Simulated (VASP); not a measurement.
A run of VASP 6.6.1:

File INCAR:

```
SYSTEM = BN
PREC = Accurate ; ENCUT = 500
EDIFF = 1E-6 ; ISMEAR = 0
SIGMA = 0.02 ; LREAL = .False.
LASPH = .True. ; NELM = 100
ALGO = Fast ; ISIF = 2
LWAVE = .False. ; LCHARG = .True.
GGA = PE ; LELF = .True.
LVHAR = .True. ; NBANDS = 11
```

Contents of KPOINTS:

```
regular mesh
0
Gamma
  6 6 6
  0 0 0
```

The input POSCAR:

```
BN
1.0
    0.0000000000      3.4953158300      2.1660912400
    1.2516321000      0.0000000000      2.1660912400
    1.2516321000      3.4953158300      0.0000000000
N B
1 1
Direct
    0.6666513400      0.6666513400      0.3333486600
    0.0000486500      0.0000486500      0.9999513500
```

Potentials or basis: VASP PAW PBE potentials, release 64 (N_GW, B_GW).

The run is started by

```console
$ cat potpaw_PBE.64/N_GW/POTCAR potpaw_PBE.64/B_GW/POTCAR > POTCAR
$ mpirun -np 1 vasp_std > vasp.out
```

Hardware: 1 thread of AMD EPYC 7R43 64-Core Processor (Zen 3), with other jobs on the host.

Q: How long does it take, and how much memory?

A: Wall time 16 s on 1 thread of AMD EPYC 7R43 64-Core Processor (Zen 3), with other jobs on the host, peak memory 0.1 GiB. Counts: scf iterations 14, k points 46.
